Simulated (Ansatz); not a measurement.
All numbers below come from DFT PBE, scalar-relativistic, plane waves, PAW in Ansatz 0.2.0.

Plane waves to 420 eV, a k mesh through Γ of 18×18×18 on the computed 3-atom cell and Gaussian smearing (0.10 eV); no spin polarisation.

```
Ag
1.0
     1.57883    0.91154    7.07360
    -1.57883    0.91154    7.07360
     0.00000   -1.82307    7.07360
Ag
3
Cartesian
  0.0000 0.0000 0.0000
  0.0000 0.0000 16.2032
  0.0000 0.0000 5.0176
```

Problem. Is this geometry at equilibrium? Which atom feels the largest force?

Solution. It isn't. Atom 3 (Ag) feels (0.00, 0.00, -1.18) eV/Å, 1.184 eV/Å in size, and symmetry-related atoms feel the same size.

Problem. Give all forces and the stress.

Solution.
| atom | Fx | Fy | Fz |
| --- | --- | --- | --- |
| Ag1 | 0.000 | 0.000 | 0.000 |
| Ag2 | 0.000 | 0.000 | 1.184 |
| Ag3 | 0.000 | 0.000 | -1.184 |
Stress (GPa, compression positive):
```
-4.41  0.00  0.00
 0.00 -4.41  0.00
 0.00  0.00  3.41
```

This form isn't the element's structure at ambient conditions.